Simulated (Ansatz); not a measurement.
CO2, 6 atoms in the cell. It takes space group P4_2/mnm (No. 136, tetragonal). Conventional cell: a = 4.227 Å, b = 4.227 Å, c = 4.688 Å, α = 90.00°, β = 90.00°, γ = 90.00°. O (site symmetry m2m) is surrounded by 1 C at 1.17 Å. C (site symmetry mmm) is surrounded by 2 O at 1.17 Å. The cell comes from a database or a generator and needn't be the stable form of this composition.

- Program: Ansatz 0.2.0
- Task: relaxation of cell and atoms
- Functional: PBE
- Potentials or basis: Ansatz PAW
- Cutoff: 420 eV (not typed: the program's choice for these potentials)
- k mesh: 6 × 6 × 6
- Occupations: fermi-dirac, width 0.05 eV
- Spin: no spin polarisation

Potentials or basis: Ansatz PAW.

Launch:

```bash
$ ansatz run input.yaml --threads 2 --pin off --max-ram 5632MiB --backend cpu --events-out ev --progress --plain --runs-dir out
```

Hardware: 2 threads of Arm Neoverse V2, with other jobs on the host.

**Question.** How long does it take, and how much memory?

**Answer.** Wall time 35 s on 2 threads of Arm Neoverse V2, with other jobs on the host, peak memory 0.4 GiB. Counts: scf iterations 95, plane waves 2209, k points 40, bands 22, ion steps 18.
